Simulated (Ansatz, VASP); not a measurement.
**C28N3 in two plane-wave programs**

Aim: how closely do two programs agree when they are given the same cell, functional and k mesh? The cell is taken from a series of runs on this material, whose earlier steps may have relaxed, scaled, displaced or heated it; both programs get it as it stands.

Main program and level: Ansatz 0.2.0; plane waves, with VASP 6.6.1 beside it; single point at HSE06.

## Step 1: The starting structure

The cell holds 31 atoms: 28 C and 3 N. Its edges and angles: a = 6.186 Å, b = 6.186 Å, c = 6.186 Å, α = 109.5°, β = 109.5°, γ = 109.5°. It derives from C (C (Fd-3m)). Nearest the centre at fractional (0.438, 0.438, 0.438): N29 at 1.61 Å, N31 at 1.62 Å, N30 at 1.62 Å, C28 at 2.03 Å, C2 at 2.21 Å, C6 at 2.21 Å, C5 at 2.21 Å, C8 at 2.53 Å.

## Step 2: Ansatz: single point, HSE06

Ansatz runs on its default PAW (the set named soft_2) files.

A single point gives forces, pressure and levels at one fixed geometry, so differences don't come from the geometry; what else differs is listed under the comparison.

File input.yaml:

```yaml
crystal:
  lattice:
    - [-3.57158176, 3.57158176, 3.57158176]
    - [3.57158176, -3.57158176, 3.57158176]
    - [3.57158176, 3.57158176, -3.57158176]
  atoms:
    - { symbol: C, position: [0.002236579, 0.001792023, 0.50191736] }
    - { symbol: C, position: [0.004094772, 0.259102838, 0.259142337] }
    - { symbol: C, position: [0.002236579, 0.501877862, 0.001831521] }
    - { symbol: C, position: [-0.003955772, 0.754279284, 0.754318783] }
    - { symbol: C, position: [0.259547395, 0.003650216, 0.259142337] }
    - { symbol: C, position: [0.259547395, 0.259102838, 0.003689714] }
    - { symbol: C, position: [0.246295716, 0.500475271, 0.742758517] }
    - { symbol: C, position: [0.246295716, 0.742719018, 0.500514769] }
    - { symbol: C, position: [0.502322418, 0.001792023, 0.001831521] }
    - { symbol: C, position: [0.500919827, 0.245851159, 0.742758517] }
    - { symbol: C, position: [0.500919827, 0.742719018, 0.245890658] }
    - { symbol: C, position: [0.754723841, -0.004400329, 0.754318783] }
    - { symbol: C, position: [0.743163574, 0.245851159, 0.500514769] }
    - { symbol: C, position: [0.743163574, 0.500475271, 0.245890658] }
    - { symbol: C, position: [0.754723841, 0.754279284, -0.00436083] }
    - { symbol: C, position: [0.008357954, 0.007913398, 0.259841143] }
    - { symbol: C, position: [0.008357954, 0.259801644, 0.007952896] }
    - { symbol: C, position: [-0.00582695, 0.500375548, 0.750488091] }
    - { symbol: C, position: [-0.00582695, 0.750448592, 0.500415046] }
    - { symbol: C, position: [0.260246201, 0.007913398, 0.007952896] }
    - { symbol: C, position: [0.250616869, 0.250172313, 0.743649591] }
    - { symbol: "N", position: [0.224757089, 0.499596229, 0.499635727] }
    - { symbol: C, position: [0.250616869, 0.743610092, 0.250211811] }
    - { symbol: C, position: [0.500820104, -0.006271507, 0.750488091] }
    - { symbol: "N", position: [0.500040785, 0.224312532, 0.499635727] }
    - { symbol: "N", position: [0.500040785, 0.499596229, 0.224352031] }
    - { symbol: C, position: [0.500820104, 0.750448592, -0.006232008] }
    - { symbol: C, position: [0.750893149, -0.006271507, 0.500415046] }
    - { symbol: C, position: [0.744054649, 0.250172313, 0.250211811] }
    - { symbol: C, position: [0.750893149, 0.500375548, -0.006232008] }
    - { symbol: C, position: [0.766431239, 0.765986683, 0.766026182] }
basis:
  ecutwfc: 420
  xc_grid: 2
hamiltonian:
  xc: hse06
kpoints:
  mp_grid: { grid: [1, 1, 1] }
magnetization:
  spin_polarized: true
  initial_magnetization: 1
  spin_locking: { lock_magnetization: hard }
scf:
  occupations: { method: fermi_dirac, width: 0.01 }
  max_iter: 120
  n_extra_bands: 20
  lower_state_search: "off"
output:
  forces: true
checkpoint:
  read: "../ground.run"
  write: "../ground_at_excited.run"
  compress: false
  write_wavefunctions: true
  write_every: 100000
```

The run is started by

```console
> ansatz run input.yaml --threads 2 --pin off --max-ram 3768MiB --backend cpu --events-out ev --progress --plain --runs-dir out
```

Numbers of over 12 decimals in the logs are rounded to 6 here.

The program printed:

```text
Warning: the band count 84 (scf.n_extra_bands) hosts the net moment |M| = 1.0000 μB (N_el = 127) but caps the reachable moment at 2·n_bands − N_el = 41.0000 μB, below the 95 bands that the automatic rule leaves for it — a moment growing past the seed, or the majority channel's smearing tail, pins there with fewer empty majority states than that count leaves; raise or omit scf.n_extra_bands unless the cap is intended
Warning: checkpoint.read: the run can stay near the saved state's solution: 31 site(s) moved relative to the saved geometry (max |Δs| = 1.173e-2 fractional); the SCF starts from the saved state under `checkpoint.density_extrapolation: transplant`, in force with no word given; its orbitals are not used off its sites. A run without `checkpoint.read` takes nothing of the state. A lower free energy from it at the same positions (and U, V and field ramp, if any), with starting moments typed, shows a solution that this start missed, and an equal or higher one rules none out (checkpoint.read, Limitations, in the input reference)
scf.n_extra_bands = 20 over 64 filled bands (N_el = 127.0): the run solves 84 bands
exact exchange: scf.exx.singularity resolves to wigner_seitz, which cuts the screened interaction at the faces of the exchange supercell's Wigner-Seitz cell, so that each pair interacts once, at the shortest of its separations (the periodic images that this leaves out come, for a point-like exchange hole, to about 0.446 eV on a filled level). The cut falls within the interaction's reach, and what an exchange supercel [...]
Engine: ansatz 0.2.0, x86_64-unknown-linux-gnu
Pseudopotentials: kind: paw
Pseudopotential: C, paw, valence charge 4, recommended cutoff 420 eV (normal), C.paw.azcp
Pseudopotential: N, paw, valence charge 5, recommended cutoff 420 eV (normal), N.paw.azcp
Functional definition: HSE06
  parameter a = 0.25
  parameter omega = 0.11/bohr
  exchange = pbe_x - a*pbe_x_sr(omega) + a*exact_x_sr(omega)
  correlation = pbe_c
Crystal: 31 atoms, lattice volume = 182.239 Å³
Basis set: ecut = 420 eV, 3559 PW (Γ), exchange–correlation on 90×90×90 points (8 copies of the dense FFT grid, shifted against one another)
Bands: 84, of which v1, the nominal top of the filled ones, is band 64 counted from 1 (63 counted from 0)
Symmetry: 6 space group operations
Space group: R3m (ITA 160), of the structure as read, at distance tolerance 5.7e-5 Å
Magnetic group: BNS 160.65 (UNI 1295), of the structure as read, at distance tolerance 5.7e-5 Å
k-points: 1
Non-local potential: C, projectors of the file, l = 0: 2, l = 1: 2, l = 2: 1
Non-local potential: N, projectors of the file, l = 0: 2, l = 1: 2, l = 2: 1
PAW form: soft (Blöchl's): semilocal exchange-correlation on the pseudo side does not see the compensation charge
PAW frozen core: C, regenerated for the run's functional, and the local potential with it (the file was generated under x = pbe(κ = 0.804, μ = 0.219515), c = pbe(β = 0.066725))
PAW frozen core: N, regenerated for the run's functional, and the local potential with it (the file was generated under x = pbe(κ = 0.804, μ = 0.219515), c = pbe(β = 0.066725))
PAW one-centre angular grid: C, 110 points (default); XC on 64 Gauss nodes
PAW one-centre angular grid: N, 110 points (default); XC on 64 Gauss nodes
Initial density: read from a saved state, or passed on in memory by an earlier SCF of this step, an earlier step, the calling program or the single point that the run made first, carried with its atoms to this geometry
Starting moments: Σ|m| = 1 μB on 31 of 31 sites; this step starts from the density that it was given
Initial wavefunctions: pseudopotential atomic-orbital guess
Functional: x = pbe(κ = 0.804, μ = 0.219515), c = pbe(β = 0.066725), warm-up for x = pbe(κ = 0.804, μ = 0.219515) + 0.25 (exact − pbe) at short range (hse, ω = 0.207870 Å⁻¹), c = pbe(β = 0.066725); HSE06 as pw.x's `hse` composes it (authors' and Libxc's form: `xc: wpbeh`)
[...]
SCF 2 stopped early in 5 iterations: F = -8167.033090 eV  dr2 = 1.54e-5
  Residual-converged pass: ⟨swp⟩=4.5  Hψ=490  notcnv=0  max |occ|·‖R‖ = 5.6e-6 eV (tolerance 6.7e-6 eV)  dr2=1.58e-5  dr2_m=1.15e-5  dr2_onsite=8.88e-7  max |Δocc| = 0.0e0
  greatest PAW one-centre occupation: 0.778 electrons in one spin orbital (limit 2), on the N atom at site 25 (counted from 0), in its partial waves of l = 0
hybrid outer 1: dexx = +4.704e-2 eV, tail = 6.68e-5 eV
Exchange kernel: α = 0.2500, screened, ω = 0.2079 Å⁻¹, Wigner–Seitz truncation, v(0) = 558.9497 eV·Å³, q-mesh 1×1×1, nearest image of the exchange supercell L = 6.19 Å, pair-density grid 36×36×36, without the augmentation charges, whose exchange is taken in its separable form (the finest that the files' search goes to)
Frozen-core exchange: fock
SCF iter   1: F=—  HF=-8167.032750 eV  |F-HF|=—  |Δ(HF+E_count)|=         —  Δρ=3.64e-5 (↑3.64e-5 ↓3.47e-5)  dr2=3.74e-6  dr2_m=1.53e-6  M=1.000 μB ∫|m|=1.218 μB  β_m=0.30  ethr=2.63e-7  ⟨swp⟩=6.0  Hψ=400  notcnv=0
preconditioner: auto → none  [insulator: Δε(μ)=3.154 eV  Ē_g=17.870 eV  σ=0.010 eV  W_gap=1.00  n_scr=54 (ndim 8)  ℏωp=31.0 eV  f_vac=0.000  D(μ)=0.00/eV (n_scr^D=0)]
SCF iter   2: F=—  HF=-8167.032751 eV  |F-HF|=—  |Δ(HF+E_count)|=   9.99e-7  Δρ=3.21e-5 (↑3.21e-5 ↓2.67e-5)  dr2=1.32e-6  dr2_m=1.14e-6  M=1.000 μB ∫|m|=1.218 μB  β_m=0.51  ethr=2.82e-9  ⟨swp⟩=4.0  Hψ=391  notcnv=0
SCF iter   3: F=—  HF=-8167.032752 eV  |F-HF|=—  |Δ(HF+E_count)|=   8.94e-7  Δρ=1.62e-5 (↑1.18e-5 ↓1.62e-5)  dr2=6.03e-7  dr2_m=2.26e-7  M=1.000 μB ∫|m|=1.218 μB  β_m=0.51  ethr=1.03e-9  ⟨swp⟩=4.0  Hψ=436  notcnv=0
SCF iter   4: F=—  HF=-8167.032752 eV  |F-HF|=—  |Δ(HF+E_count)|=   1.43e-7  Δρ=9.57e-6 (↑7.75e-6 ↓9.57e-6)  dr2=5.49e-8  dr2_m=1.12e-7  M=1.000 μB ∫|m|=1.218 μB  β_m=0.73  ethr=4.47e-10  ⟨swp⟩=4.0  Hψ=325  notcnv=0
SCF iter   5: F=—  HF=-8167.032752 eV  |F-HF|=—  |Δ(HF+E_count)|=   1.09e-7  Δρ=1.88e-6 (↑1.88e-6 ↓1.56e-6)  dr2=1.51e-8  dr2_m=1.30e-9  M=1.000 μB ∫|m|=1.218 μB  β_m=0.73  ethr=4.22e-11  ⟨swp⟩=4.0  Hψ=502  notcnv=0
SCF iter   6: F=—  HF=-8167.032752 eV  |F-HF|=—  |Δ(HF+E_count)|=   4.49e-9  Δρ=5.71e-7 (↑5.71e-7 ↓4.38e-7)  dr2=2.26e-9  dr2_m=1.44e-10  M=1.000 μB ∫|m|=1.218 μB  β_m=0.67  ethr=1.15e-11  ⟨swp⟩=4.0  Hψ=393  notcnv=0  defer=1
SCF iter   7: F=-8167.032752 eV  HF=-8167.032752 eV  |F-HF|=1.00e-10  |Δ(HF+E_count)|=  7.26e-10  Δρ=2.36e-7 (↑2.36e-7 ↓1.76e-7)  dr2=1.51e-10  dr2_m=4.22e-11  M=1.000 μB ∫|m|=1.218 μB  ethr=1.73e-12  ⟨swp⟩=4.5  Hψ=398  notcnv=0
SCF 3 converged in 7 iterations: F = -8167.032752 eV  dr2 = 1.51e-10
  Residual-converged pass: ⟨swp⟩=3.0  Hψ=302  notcnv=0  max |occ|·‖R‖ = 2.7e-7 eV (tolerance 2.7e-7 eV)  dr2=1.55e-10  dr2_m=4.35e-11  dr2_onsite=5.68e-12  max |Δocc| = 0.0e0
  greatest PAW one-centre occupation: 0.778 electrons in one spin orbital (limit 2), on the N atom at site 24 (counted from 0), in its partial waves of l = 0
hybrid outer 2: dexx = +2.055e-6 eV, tail = 1.30e-9 eV, Δε = 1.80e-3 eV (about 1.26e-5 eV left of the loop's levels), ΔF = 1.95e-3 eV/Å (tail 8.99e-5)
this state was not tested for a lower state beside it, because the functional holds exact exchange (a hybrid, or Hartree-Fock), whose exchange loop this test does not read (fock_operator); the stability check (scf.self_checks: high) cannot read this state: a pseudopotential is PAW: the check reads norm-conserving sets alone
hybrid SCF converged: 2 outer / 12 inner (+5 warm-up), last move |dexx| = 2.05e-6 eV, tail = 1.30e-9 eV
Magnetization: 1.0000 μB (64.0000 up, 63.0000 down)
Absolute magnetization: 1.2190 μB (∫|ρ↑−ρ↓|, with the PAW one-centre terms)
Spin contamination: 0.0055 ħ² per cell (⟨S²⟩ above its minimum at these occupations)
Per-site moments (μB) at R_I (Å): [(0.000804557, 0.628314), (-0.00135467, 0.598725), (0.000804557, 0.628314), (-0.011067, 0.606495), (-0.00135467, 0.598725), (-0.00135467, 0.598725), (-0.00220081, 0.603472), (-0.00220081, 0.603472), (0.000804557, 0.628314), (-0.00220081, 0.603472), (-0.00220081, 0.603472), (-0.011067, 0.606495), (-0.00220081, 0.603472), (-0.00220081, 0.603472), (-0.011067, 0.606495), (0.034673, 0.628 [...]
Free energy (F): -8167.032752 eV
Frozen-core exchange: fock
Harris-Foulkes:  -8167.032752 eV  (|F-HF|=1.00e-10)
Internal energy: -8167.032752 eV  (E = F + TS)
E sigma→0 (E₀):  -8167.032752 eV
Fermi energy:    14.251082 (↑ 15.139309, ↓ 14.130547) eV
--- Per-component energies (eV) ---
  E_band       = 268.036463
  E_kinetic    = 2976.036184
  E_local      = -2369.409704  (includes V_loc(G=0)·N_el)
  E_nonlocal   = 862.491429
  E_hartree    = 572.360265
  E_xc         = -1245.181433
  E_vxc        = -1534.096960  (∫ρ·V_xc dr)
  E_exx        = -296.514764  (= α·E_x^exact, valence–valence)
  E_paw        = -3157.038999  (= ΣΔE_a)
  E_vpaw       = -218.676226  (= ΣTr[D̂ρ^β])
  E_aug_tail   = 0.000577  (compensation charges beyond the density's cutoff)
  E_ewald      = -5509.227757
  E_core_change = -0.548551  (= ΣΔE_core)
  E_smearing   = -0.000000  (= −TS)
  E_closure    = 0.000000  (closes the sum)
  Σ components = -8167.032752   (vs F -8167.032752, Δ=0.00e0)
--- Forces (eV/Å), atoms counted from 1 ---
  atom   1  C     -0.19486800    -0.19486800    -0.61383761
  atom   2  C      0.04328980    -0.10349136    -0.10349136
  atom   3  C     -0.19486800    -0.61383761    -0.19486800
  atom   4  C     -1.33594460     0.23620155     0.23620155
  atom   5  C     -0.10349136     0.04328980    -0.10349136
  atom   6  C     -0.10349136    -0.10349136     0.04328980
  atom   7  C      0.17479206    -0.57792246    -0.38277470
  atom   8  C      0.17479206    -0.38277470    -0.57792246
  atom   9  C     -0.61383761    -0.19486800    -0.19486800
  atom  10  C     -0.57792246     0.17479206    -0.38277470
  atom  11  C     -0.57792246    -0.38277470     0.17479206
  atom  12  C      0.23620155    -1.33594460     0.23620155
  atom  13  C     -0.38277470     0.17479206    -0.57792246
  atom  14  C     -0.38277470    -0.57792246     0.17479206
  atom  15  C      0.23620155     0.23620155    -1.33594460
  atom  16  C     -0.45421754    -0.45421754     0.45348002
  atom  17  C     -0.45421754     0.45348002    -0.45421754
  atom  18  C      0.00163280     0.56629867     0.17817411
  atom  19  C      0.00163280     0.17817411     0.56629867
  atom  20  C      0.45348002    -0.45421754    -0.45421754
  atom  21  C     -0.04404392    -0.04404392     0.19861492
  atom  22  N      0.17669524     0.62224100     0.62224100
  atom  23  C     -0.04404392     0.19861492    -0.04404392
  atom  24  C      0.56629867     0.00163280     0.17817411
  atom  25  N      0.62224100     0.17669524     0.62224100
  atom  26  N      0.62224100     0.62224100     0.17669524
  atom  27  C      0.56629867     0.17817411     0.00163280
  atom  28  C      0.17817411     0.00163280     0.56629867
  atom  29  C      0.19861492    -0.04404392    -0.04404392
  atom  30  C      0.17817411     0.56629867     0.00163280
  atom  31  C      1.03365806     1.03365806     1.03365806
  max |Σ_I F_I| component: 2.57e-7 eV/Å
--- Band table (eV) ---
  k-point 0 ↑: bands = [... 60 lower, 10.3227, 12.4611, 12.4611, 12.7976, 17.4880, 17.4880, 17.9521, 18.1816, ... 8 higher]
  k-point 0 ↓: bands = [... 60 lower, 10.7739, 12.5496, 12.5496, 15.7046, 17.5141, 17.5141, 18.0034, 18.2037, ... 8 higher]
  guard bands above this table: 8 of the run's 84 bands. The solve was not asked for them (output.publish_guard_bands: true or output.eigenvalues: true publishes all)
```

[end of part 1 of 2]

[Lines on the potential files, build, host, timing and source positions are cut from VASP's logs without a mark.]

[Logs are printed without paths, hosts, clocks, repeated set-up lines and the standing remarks that a program may print on its own settings, such as how far it seeks lower states.]

[Hosts, paths, dates, database ids (printed as entryN), source tags and the programs' standing remarks are cut or masked in the printed files.]
